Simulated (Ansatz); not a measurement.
Working through relaxations under a series of pressures of Si, space group P6_3/mmc

Program: the Ansatz DFT code, driven from Python.

Typed at the interpreter:
```pycon
>>> import warnings
>>> import ansatz as az
>>> import numpy as np
>>> import pandas as pd
>>> def edges_and_angles(cell):
...     cell = np.asarray(cell)
...     a, b, c = np.linalg.norm(cell, axis=1)
...     cosines = cell[1] @ cell[2] / (b * c), cell[0] @ cell[2] / (a * c), cell[0] @ cell[1] / (a * b)
...     return (a, b, c, *np.degrees(np.arccos(cosines)))
...
>>> warnings.simplefilter("ignore", az.DeckWarning)
>>> lattice = az.Lattice.of(
...     (3.83131746, 0.0, 0.0),
...     (-1.91565873, 3.31801825, 0.0),
...     (0.0, 0.0, 6.332622),
... )
>>> sites = [
...     ("Si", (1 / 3, 2 / 3, 0.0630095)),
...     ("Si", (2 / 3, 1 / 3, 0.5630095)),
...     ("Si", (1 / 3, 2 / 3, 0.4369905)),
...     ("Si", (2 / 3, 1 / 3, 0.9369905)),
... ]
>>> xtal = az.Crystal(lattice=lattice)
>>> for symbol, position in sites:
...     xtal = xtal.atom(symbol, position)
...
>>> setup = (
...     xtal.calculation()
...     .occupations(az.OccupationsMethod.FERMI_DIRAC)
...     .functional("pbe")
...     .kpoints(6, 6, 4, center="gamma")
... )
>>> # H = F + PV, with 1 GPa A^3 = 1/160.21766 eV
>>> rows = []
>>> for pressure in [0, 2, 4, 6, 8]:
...     out = setup.relax(cell=True, pressure=pressure, force_tolerance=0.02).run()
...     cell = out.lattice.cell_ang
...     n_atoms = len(out.lattice.sites)
...     volume = abs(np.linalg.det(cell)) / n_atoms
...     enthalpy = out.report["free_energy_ev"] / n_atoms + pressure * volume / 160.21766
...     rows.append((pressure, volume, enthalpy, *edges_and_angles(cell)))
...     print(f"{pressure} GPa done: {volume:.4f} A^3/atom")
...
0 GPa done: 20.4513 A^3/atom
2 GPa done: 20.0156 A^3/atom
4 GPa done: 19.6247 A^3/atom
6 GPa done: 19.2691 A^3/atom
8 GPa done: 18.9434 A^3/atom
>>> table = pd.DataFrame(rows, columns=["P_GPa", "V_A3_atom", "H_eV_atom", "a", "b", "c", "alpha", "beta", "gamma"])
>>> table.round(4)
   P_GPa  V_A3_atom  H_eV_atom       a       b       c  alpha  beta  gamma
0      0    20.4513  -635.7930  3.8544  3.8544  6.3581   90.0  90.0  120.0
1      2    20.0156  -635.5405  3.8264  3.8264  6.3143   90.0  90.0  120.0
2      4    19.6247  -635.2931  3.8012  3.8012  6.2733   90.0  90.0  120.0
3      6    19.2691  -635.0504  3.7778  3.7778  6.2362   90.0  90.0  120.0
4      8    18.9434  -634.8119  3.7559  3.7559  6.2023   90.0  90.0  120.0
>>> p, v = np.array([row[0] for row in rows], float), np.array([row[1] for row in rows])
>>> print("mean bulk modulus between rows (GPa):", np.round(-np.diff(p) / np.diff(np.log(v)), 1))
mean bulk modulus between rows (GPa): [ 92.9 101.4 109.4 117.3]
```

The volume falls from 20.45 Å³ an atom at 0 GPa to 18.94 at 8 GPa, by 7.4 %. Between 0 and 2 GPa, -V dP/dV is about 93 GPa, a mean over that step.

Total energies depend on the potentials; only differences at equal settings carry meaning. At a fixed pressure a relaxation lowers the enthalpy F + PV, while F alone can rise. This isn't the structure that Si takes at ambient conditions. Symmetry holds the cell in this phase, whether or not it is the stable one at each pressure. By the engine's processor time: 20 s on 1 thread of Intel(R) Xeon(R) Processor @ 2.30GHz, on a shared host, peak memory 0.57 GiB.
